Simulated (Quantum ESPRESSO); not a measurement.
GaN:

```
Ga N
1.0
     3.18000    0.00000    0.00000
    -1.59000    2.75396    0.00000
     0.00000    0.00000    5.16600
Ga N
2 2
Direct
  0.66667 0.33333 0.50000
  0.33333 0.66667 0.00000
  0.66667 0.33333 0.87500
  0.33333 0.66667 0.37500
```

Base run:

* Program: Quantum ESPRESSO 7.5
* Functional: AM05
* Potentials or basis: GBRV 1.5 PBE
* Cutoff: 762 eV
* Density cutoff: 6095 eV
* k mesh: 6 × 6 × 4, shifted
* Occupations: fermi-dirac, width 0.05 eV
* Spin: no spin polarisation

Its results: pressure 1.8 GPa; largest force 0.135 eV/Å; electronic dielectric tensor (diagonal) 6.12, 6.12, 5.78.

Q: The run is repeated on the same cell with these changes: functional from AM05 to LDA; potentials or basis from GBRV 1.5 PBE to GBRV 1.5 LDA. What comes out?

A: Pressure -3.7 GPa; largest force 0.127 eV/Å; electronic dielectric tensor (diagonal) 6.03, 6.03, 5.72.

Caveats: the potentials were made for another functional, which shifts forces and pressure (some runs); the cell is more than 3 GPa from zero pressure, which shifts response properties (some runs).
